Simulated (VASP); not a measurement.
Input of a VASP 6.6.1 run:

Contents of INCAR:

```
SYSTEM = ZnS
PREC = Accurate ; ENCUT = 520
EDIFF = 1E-6 ; ISMEAR = 0
SIGMA = 0.01 ; LREAL = .FALSE.
LASPH = .TRUE. ; NELM = 80
ALGO = Normal ; ISIF = 2
LWAVE = .FALSE. ; LCHARG = .TRUE.
GGA = PS ; LELF = .TRUE.
LVHAR = .TRUE. ; NBANDS = 26
```

KPOINTS

```
Automatic mesh
0
G
  6 6 4
  0 0 0
```

The input POSCAR:

```
ZnS
1.0
    3.8110000000      0.0000000000      0.0000000000
   -1.9055000000      3.3004228100      0.0000000000
    0.0000000000      0.0000000000      6.2340000000
Zn S
2 2
Direct
    0.3333333333      0.6666666667      0.0000000000
    0.6666666667      0.3333333333      0.5000000000
    0.3333333333      0.6666666667      0.3850000000
    0.6666666667      0.3333333333      0.8850000000
```

Potentials or basis: VASP PAW PBE potentials, release 64 (Zn, S).

Command:

```console
$ cat potpaw_PBE.64/Zn/POTCAR potpaw_PBE.64/S/POTCAR > POTCAR
$ mpirun -np 1 vasp_std > vasp.out
```

(1) Estimate the largest force.

(2) Predict the pressure.

Results:

(1) 0.310 eV/Å.

(2) -1.1 GPa.

Caveat: the PAW data sets were made with another functional, which shifts forces and pressure a little.

**The experiment to reproduce.**

A printed reference work, monograph reports, for a bulk crystal of ZnS at 4 K: band gap 3.911 eV (direct).

Against the measured gap of ZnS, 3.911 eV (direct; 4 K; a printed reference work, monograph), the calculated 2.12 eV is off by -1.80 eV. The value is that of PBEsol, without temperature or zero-point motion. Semilocal functionals fall short of measured gaps as a rule.
